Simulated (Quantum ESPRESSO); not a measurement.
The system is MgB2.

```xyz
3
Lattice="3.0850 0.0000 0.0000 -1.5425 2.6717 0.0000 0.0000 0.0000 3.5230" Properties=species:S:1:pos:R:3 pbc="T T T"
Mg    0.0000    0.0000    0.0000
B     1.5425    0.8906    1.7615
B     0.0000    1.7811    1.7615
```

| Property | Result |
| --- | --- |
| Program | Quantum ESPRESSO 7.5 |
| Task | single point |
| Functional | PBE |
| Potentials or basis | SSSP 1.3 efficiency PBE |
| Cutoff | 748 eV |
| Density cutoff | 5987 eV |
| k mesh | 10 × 10 × 8 |
| Occupations | fermi-dirac, width 0.05 eV |
| Spin | no spin polarisation |

On this cell: pressure -1.4 GPa; largest force under 0.003 eV/Å; band gap on the k mesh none (metal or under the smearing width).

The same run follows on a disturbed copy (atoms moved at random, drawn with an rms of 0.05 Å):

```
Mg B
1.0
     3.08500    0.00000    0.00000
    -1.54250    2.67169    0.00000
     0.00000    0.00000    3.52300
Mg B
1 2
Direct
  0.01959 0.99359 0.99020
  0.66441 0.32161 0.49171
  0.33637 0.66639 0.50926
```

Problem. What changes?

Solution. The energy (extrapolated to zero smearing) moves by +10.9 meV/atom; pressure -1.1 GPa; largest force 0.739 eV/Å; band gap on the k mesh none (metal or under the smearing width).

Forces in eV/Å, atoms in the order of the input:
```
Mg  -0.284  0.006  0.238
B    0.135  0.145  0.470
B    0.149 -0.152 -0.708
```

Stress tensor (GPa, compression positive):
```
-1.65 -0.01 -0.30
-0.01 -0.84  0.10
-0.30  0.10 -0.88
```
